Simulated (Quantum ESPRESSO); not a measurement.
A run of Quantum ESPRESSO 7.5 is set up as follows.

File pw.in:

```
&CONTROL
  calculation = 'scf'
  prefix = 'pwscf'
  outdir = './tmp'
  pseudo_dir = './pseudo'
  tprnfor = .true.
  tstress = .true.
  disk_io = 'low'
/
&SYSTEM
  ibrav = 0
  nat = 3
  ntyp = 2
  ecutwfc = 36
  ecutrho = 216
  nbnd = 21
  input_dft = 'vdw-df2'
  occupations = 'smearing'
  smearing = 'mp'
  degauss = 0.01469973
/
&ELECTRONS
  conv_thr = 6d-10
  electron_maxstep = 120
  mixing_beta = 0.5
/
ATOMIC_SPECIES
Pb   207.2000 Pb.GGA_PBE-JTH.UPF
F     18.9984 F.GGA_PBE-JTH.UPF
CELL_PARAMETERS bohr
   0.0000000000    5.6005057265    5.6005057265
   5.6005057265    0.0000000000    5.6005057265
   5.6005057265    5.6005057265    0.0000000000
ATOMIC_POSITIONS bohr
Pb     0.0000000000    0.0000000000    0.0000000000
F      8.4007585898    8.4007585898    8.4007585898
F      2.8002528633    2.8002528633    2.8002528633
K_POINTS automatic
8 8 8 0 0 0
```

Contents of pp_density.in:

```
&INPUTPP
  prefix = 'pwscf'
  outdir = './tmp'
  filplot = 'density.dat'
  plot_num = 0
/
&PLOT
  nfile = 1
  filepp(1) = 'density.dat'
  iflag = 3
  output_format = 6
  fileout = 'density.cube'
/
```

Contents of pp_potential.in:

```
&INPUTPP
  prefix = 'pwscf'
  outdir = './tmp'
  filplot = 'potential.dat'
  plot_num = 11
/
&PLOT
  nfile = 1
  filepp(1) = 'potential.dat'
  iflag = 3
  output_format = 6
  fileout = 'potential.cube'
/
```

nscf.in

```
&CONTROL
  calculation = 'nscf'
  prefix = 'pwscf'
  outdir = './tmp'
  pseudo_dir = './pseudo'
  disk_io = 'low'
/
&SYSTEM
  ibrav = 0
  nat = 3
  ntyp = 2
  ecutwfc = 36
  ecutrho = 216
  nbnd = 21
  input_dft = 'vdw-df2'
  occupations = 'tetrahedra_opt'
/
&ELECTRONS
  conv_thr = 1d-08
  electron_maxstep = 120
  mixing_beta = 0.5
/
ATOMIC_SPECIES
Pb   207.2000 Pb.GGA_PBE-JTH.UPF
F     18.9984 F.GGA_PBE-JTH.UPF
CELL_PARAMETERS bohr
   0.0000000000    5.6005057265    5.6005057265
   5.6005057265    0.0000000000    5.6005057265
   5.6005057265    5.6005057265    0.0000000000
ATOMIC_POSITIONS bohr
Pb     0.0000000000    0.0000000000    0.0000000000
F      8.4007585898    8.4007585898    8.4007585898
F      2.8002528633    2.8002528633    2.8002528633
K_POINTS automatic
12 12 12 0 0 0
```

The input projwfc.in:

```
&PROJWFC
  prefix = 'pwscf'
  outdir = './tmp'
  filpdos = 'p'
  Emin = -8
  Emax = 17
  DeltaE = 0.05
/
```

Potentials or basis: JTH 2.0 PBE.

The run is started by

```sh
$ OMP_NUM_THREADS=1 pw.x -in pw.in > pw.out
$ OMP_NUM_THREADS=1 pp.x -in pp_density.in > pp_density.out
$ OMP_NUM_THREADS=1 pp.x -in pp_potential.in > pp_potential.out
$ OMP_NUM_THREADS=1 pw.x -in nscf.in > nscf.out
$ OMP_NUM_THREADS=1 projwfc.x -in projwfc.in > projwfc.out
```

**Question.** Predict the band gap on the k mesh.

**Answer.** 4.48 eV, indirect (least direct gap 4.63 eV).

States per cell in windows of 0.5 eV (zero at the valence-band top; states under -8 eV left out):
```csv
from (eV),total,F#2 p wfc3,F#3 p wfc3,Pb#1 p wfc3,Pb#1 s wfc1,Pb#1 d wfc6,F#2 p wfc4
-8.0,0.00,0.00,0.00,0.00,0.00,0.00,0.00
-7.5,0.00,0.00,0.00,0.00,0.00,0.00,0.00
-7.0,0.00,0.00,0.00,0.00,0.00,0.00,0.00
-6.5,0.90,0.16,0.16,0.00,0.56,0.00,0.00
-6.0,0.77,0.12,0.12,0.01,0.50,0.00,0.00
-5.5,0.20,0.02,0.02,0.00,0.14,0.00,0.00
-5.0,0.05,0.00,0.00,0.00,0.04,0.00,0.00
-4.5,0.00,0.00,0.00,0.00,0.00,0.00,0.00
-4.0,0.35,0.14,0.14,0.06,0.00,0.00,0.00
-3.5,1.89,0.77,0.77,0.28,0.00,0.00,0.01
-3.0,2.36,0.99,0.99,0.23,0.00,0.01,0.04
-2.5,1.75,0.78,0.78,0.07,0.00,0.01,0.04
-2.0,3.72,1.76,1.76,0.02,0.00,0.01,0.06
-1.5,0.12,0.05,0.05,0.00,0.02,0.00,0.00
-1.0,0.29,0.10,0.10,0.01,0.06,0.00,0.00
-0.5,1.84,0.58,0.58,0.01,0.57,0.01,0.02
0.0,0.00,0.00,0.00,0.00,0.00,0.00,0.00
0.5,0.00,0.00,0.00,0.00,0.00,0.00,0.00
1.0,0.00,0.00,0.00,0.00,0.00,0.00,0.00
1.5,0.00,0.00,0.00,0.00,0.00,0.00,0.00
2.0,0.00,0.00,0.00,0.00,0.00,0.00,0.00
2.5,0.00,0.00,0.00,0.00,0.00,0.00,0.00
3.0,0.00,0.00,0.00,0.00,0.00,0.00,0.00
3.5,0.00,0.00,0.00,0.00,0.00,0.00,0.00
4.0,0.00,0.00,0.00,0.00,0.00,0.00,0.00
4.5,0.32,0.01,0.01,0.26,0.01,0.00,0.00
5.0,1.23,0.07,0.07,0.93,0.03,0.02,0.01
5.5,0.39,0.02,0.02,0.30,0.01,0.01,0.00
6.0,0.24,0.01,0.01,0.18,0.00,0.01,0.00
6.5,0.61,0.03,0.03,0.49,0.00,0.03,0.00
7.0,1.50,0.07,0.07,1.23,0.00,0.06,0.01
7.5,1.71,0.11,0.11,1.37,0.00,0.05,0.02
```

Caveat: this smearing can shift energies of a crystal with a gap; spin-orbit coupling is left out, which as a rule narrows the gap of such compounds by several tenths of an eV. A k mesh can miss the band edges.
